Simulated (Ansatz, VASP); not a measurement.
Given: the input of a run of VASP 6.6.1 on Pb (Lead). 

File INCAR:

```
PREC = Accurate ; ENCUT = 600
EDIFF = 1E-6 ; ISMEAR = -1
SIGMA = 0.05 ; LREAL = F
LASPH = T ; NELM = 60
ALGO = Normal ; ISIF = 3
LWAVE = F ; LCHARG = F
GGA = PE ; IVDW = 13
IBRION = 2 ; NSW = 60
EDIFFG = -0.01
```

File KPOINTS:

```
Automatic mesh
0
Gamma
  9 9 9
```

Contents of POSCAR:

```
Pb
1.0
    0.0000000000      2.4750200000      2.4750200000
    2.4750200000      0.0000000000      2.4750200000
    2.4750200000      2.4750200000      0.0000000000
Pb
1
Direct
    0.0000000000      0.0000000000      0.0000000000
```

Potentials or basis: VASP PAW PBE potentials, release 64 (Pb_d).

Launch:

```sh
$ cat potpaw_PBE.64/Pb_d/POTCAR > POTCAR
$ mpirun -np 1 vasp_std > vasp.out
```

Task: What does the same run look like in Ansatz 0.2.0? Potentials or basis there: all-electron LAPW, scalar-relativistic.

Result: As run (cutoffs and basis follow the program's own potentials, and thresholds, step limits or extra output files can differ):

input.yaml

```yaml
crystal:
  lattice:
    - [0.0, 2.47502, 2.47502]
    - [2.47502, 0.0, 2.47502]
    - [2.47502, 2.47502, 0.0]
  atoms:
    - { symbol: Pb, position: [0.0, 0.0, 0.0] }
kpoints:
  mp_grid: { grid: [9, 9, 9] }
scf:
  occupations: { method: fermi_dirac, width: 0.05 }
hamiltonian:
  xc: pbe
  dispersion: d4
  pseudopotentials: { kind: all_electron, lapw: { basis_error: 0.001 } }
output:
  forces: true
  stress: true
relax:
  f_tol: 0.005
  max_steps: 60
  cell: {}
```

Potentials or basis: all-electron LAPW, scalar-relativistic.

Run with:

```console
$ ansatz run input.yaml --threads 1 --pin off --max-ram 3072MiB --backend cpu --events-out ev --progress --plain --runs-dir out
```

Both were run:

|  | VASP | Ansatz |
| --- | --- | --- |
| Relaxed volume | 30.39 Å³/atom | 30.39 Å³/atom |
| Relaxed cell | a = 3.503 Å, b = 3.503 Å, c = 3.503 Å, α = 60.00°, β = 60.00°, γ = 60.00° | a = 3.503 Å, b = 3.503 Å, c = 3.503 Å, α = 60.00°, β = 60.00°, γ = 60.00° |
| Space group after relaxing | Fm-3m (No. 225) | Fm-3m (No. 225) |
| Pressure after relaxing | 0.0 GPa | 0.0 GPa |

Where Ansatz's input types no cutoff or centring, it takes its own default and a Γ-centred mesh.

Pressure is positive in compression.
